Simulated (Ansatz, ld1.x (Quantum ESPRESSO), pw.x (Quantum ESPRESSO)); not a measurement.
As (Z = 33): one change to the PAW potential, in the atom and in the sc crystal

| Quantity | Value |
| --- | --- |
| Element | arsenic |
| Generator | ld1.x (Quantum ESPRESSO) 7.5 |
| Type | PAW |
| Functional | PBE |
| Relativity | scalar-relativistic |
| Frozen core | [Ar] 3d10 |
| Valence charge | 5 |
| Reference configuration | 4s2 4p3 |
| Partial waves | 4s (bound): rcut 1.45, rcutus 1.70 bohr; 4s channel at -0.15 Ry: rcut 1.45, rcutus 1.70 bohr; 4p (bound): rcut 1.80, rcutus 2.35 bohr; 4p channel at 3.35 Ry: rcut 1.80, rcutus 2.35 bohr; 4d channel at 0.35 Ry: rcut 1.50, rcutus 1.90 bohr; 4d channel at 2.8 Ry: rcut 1.50, rcutus 1.90 bohr |
| Local potential | all-electron potential smoothed inside 1.30 bohr (lloc = -1) |
| Core correction | Bessel-smoothed model core inside 1.40 bohr |
| Augmentation charge | PSQ, radius 1.25 bohr |

Change: local potential all-electron potential smoothed inside 2.25 bohr (lloc = -2).

Cutoffs, loose and tight: the cutoffs (Ry, on a coarse ladder) from which the occupation-weighted sum of valence levels, in a spherical-Bessel basis at the reference potential, stays within 10 and 1 mRy of its value at 400 Ry. They do not see the model core or the augmentation charge, which bear on the density cutoff. Test errors are all-electron minus pseudo excitation energies from the reference, over the configurations 4s2 4p2; 4s2 4p1; 4s2 4p0; 4s1 4p0; 4s2 4p2.5; 4s0 4p5; 4s1 4p4; variants that change the core or the reference have their own tests.

Crystal test: sc As in pw.x 7.5, no spin, 12³ k-points, Fermi–Dirac smearing 0.01 Ry, cutoffs set for each file from its atomic test. The reference is all-electron LAPW (Ansatz 0.2.0) with the same functional, mesh and smearing; V0 and B0 come from Birch–Murnaghan fits to the pressures at five volumes. Errors are pseudo minus all-electron; Δ is the rms difference of the E(V) curves that follow from these fits, minima aligned, over ±6 % about the mean V0. Mesh and smearing are coarse, so the numbers serve the comparison and aren't converged zero-temperature values; the lattice is a test structure that the element need not adopt.

All-electron: a0 = 2.735 Å (V0 = 20.45 Å³/atom), B0 = 75.1 GPa.

Problem. Does the change bring the crystal closer to the all-electron result?

Solution. The mean pressure error goes from -0.43 to +0.02 GPa, so the change moves the solid closer to the all-electron pressures.

```json
{"quantity": "outcome (atom)", "base": "generated", "changed": "generated"}
{"quantity": "cutoff, loose (atom)", "base": "12 Ry", "changed": "12 Ry"}
{"quantity": "cutoff, tight (atom)", "base": "15 Ry", "changed": "15 Ry"}
{"quantity": "bound ghosts (atom)", "base": "none", "changed": "none"}
{"quantity": "largest test error (meV) (atom)", "base": "-514", "changed": "-500"}
{"quantity": "cutoffs in pw.x (Ry)", "base": "40/400", "changed": "40/400"}
{"quantity": "a0 (Å)", "base": "2.729", "changed": "2.735"}
{"quantity": "a0 error (%)", "base": "-0.19", "changed": "+0.01"}
{"quantity": "B0 error (%)", "base": "+1.2", "changed": "+1.2"}
{"quantity": "Δ (meV/atom)", "base": "1.9", "changed": "0.1"}
{"quantity": "mean pressure error (GPa)", "base": "-0.43", "changed": "+0.02"}
```

Base: The logarithmic derivative shows an extra or strongly shifted pseudo pole above the reference energy (d near 1.37 Ry). The atomic cutoffs weigh occupied waves only.
